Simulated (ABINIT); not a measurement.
The system is KTaO3.

```
CELL_PARAMETERS angstrom
3.98830 0.00000 0.00000
0.00000 3.98830 0.00000
0.00000 0.00000 3.98830
ATOMIC_POSITIONS crystal
Ta 0.00000 0.00000 0.00000
K 0.50000 0.50000 0.50000
O 0.00000 0.00000 0.50000
O 0.00000 0.50000 0.00000
O 0.50000 0.00000 0.00000
```

```yaml
Program: ABINIT 10.8.3 (patched build)
Task: single point
Functional: PBE
Potentials_or_basis: JTH PAW PBE v2.0
Cutoff: 626 eV
k_mesh: 7 × 7 × 7
Occupations: fermi-dirac, width 0.05 eV
Spin: no spin polarisation
```

On this cell: pressure 5.5 GPa; largest force zero by symmetry; band gap on the k mesh 2.24 eV, indirect (least direct gap 2.80 eV).

The same run follows on a disturbed copy (atoms moved at random, drawn with an rms of 0.05 Å):

```
Ta K O
1.0
     3.98830    0.00000    0.00000
     0.00000    3.98830    0.00000
     0.00000    0.00000    3.98830
Ta K O
1 1 3
Cartesian
  -0.0351 0.0254 -0.0525
  2.0287 1.9853 2.0841
  -0.0139 0.0041 1.9539
  0.0019 2.0111 0.0071
  1.9758 0.0292 -0.0165
```

Task: What does the disturbed cell give?

Result: The energy moves by +10.5 meV/atom; pressure 5.7 GPa; largest force 0.616 eV/Å; band gap on the k mesh 2.24 eV, indirect (least direct gap 2.81 eV).

Forces in eV/Å, atoms in the order of the input:
```
Ta   0.174 -0.087  0.326
K   -0.253  0.133 -0.546
O    0.000  0.030  0.445
O   -0.055 -0.008 -0.158
O    0.135 -0.068 -0.068
```

Stress tensor (GPa, compression positive):
```
 5.82 -0.06  0.23
-0.06  5.73 -0.18
 0.23 -0.18  5.64
```

Caveats: spin-orbit coupling is left out, which moves the levels of the heavy elements; an odd mesh through Γ misses points on the zone boundary, where band edges often lie; the atomic spheres overlap.
